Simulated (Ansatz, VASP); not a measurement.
One calculation of Ge, two programs

Contents of INCAR:

```
SYSTEM = Ge
PREC     = Accurate       ! precision mode
ENCUT    = 520            ! plane-wave cutoff, eV
EDIFF    = 1E-7           ! SCF threshold, eV
ISMEAR   = -1             ! smearing method
SIGMA    = 0.05           ! smearing width, eV
LREAL    = .FALSE.        ! projectors in reciprocal space
LASPH    = .TRUE.         ! aspherical terms in the spheres
NELM     = 100            ! most SCF steps
ALGO     = Normal         ! electronic algorithm
ISIF     = 2              ! what is computed and relaxed
LWAVE    = .FALSE.        ! write WAVECAR
LCHARG   = .FALSE.        ! write CHGCAR
GGA      = CA             ! functional
NBANDS   = 21             ! bands
```

Contents of KPOINTS:

```
regular mesh
0
G
  10 10 6
  0 0 0
```

File POSCAR:

```
Ge
1.0
    1.4576759744     -2.5417218984      0.0000000000
    1.4576759744      2.5417218984      0.0000000000
    0.0000000000      0.0000000000      4.6310871635
Ge
2
Direct
    0.3334466300      0.6665533700      0.2500000000
    0.6665533700      0.3334466300      0.7500000000
```

File input.yaml:

```yaml
crystal:
  lattice:
    - [1.4576759744, -2.5417218984, 0.0]
    - [1.4576759744, 2.5417218984, 0.0]
    - [0.0, 0.0, 4.6310871635]
  atoms:
    - { symbol: Ge, position: [0.33344663, 0.66655337, 0.25] }
    - { symbol: Ge, position: [0.66655337, 0.33344663, 0.75] }
hamiltonian:
  xc: lda
  pseudopotentials: { kind: paw }
kpoints:
  mp_grid: { grid: [10, 10, 6] }
scf:
  occupations: { method: fermi_dirac, width: 0.05 }
output:
  forces: true
  stress: true
  eigenvalues: true
```

This isn't the form of Ge at room conditions, which is diamond.

Alike in both runs: task single point; functional LDA; k mesh 10 × 10 × 6; occupations fermi-dirac, width 0.05 eV; no spin polarisation.

|  | VASP | Ansatz |
| --- | --- | --- |
| version | VASP 6.6.1 | Ansatz 0.2.0 |
| potentials or method | VASP PAW LDA potentials, release 64 (Ge_d) | Ansatz PAW |
| plane-wave cutoff (eV) | 520 | 420 |
| valence electrons in the cell | 28 | 28 |

```csv
,VASP,Ansatz,Ansatz less VASP
gap on the k mesh at the Fermi level (eV),none,none,-
pressure (GPa),4.1,4.1,-0.01
largest component of the traceless stress (GPa),1.94,1.93,-0.015
```

A gap of «none» marks a metal or a gap that the smearing closes.

Caveats: the PAW data sets come from PBE, with cores solved anew for the run's functional, which leaves a small shift of forces and pressure (Ansatz).
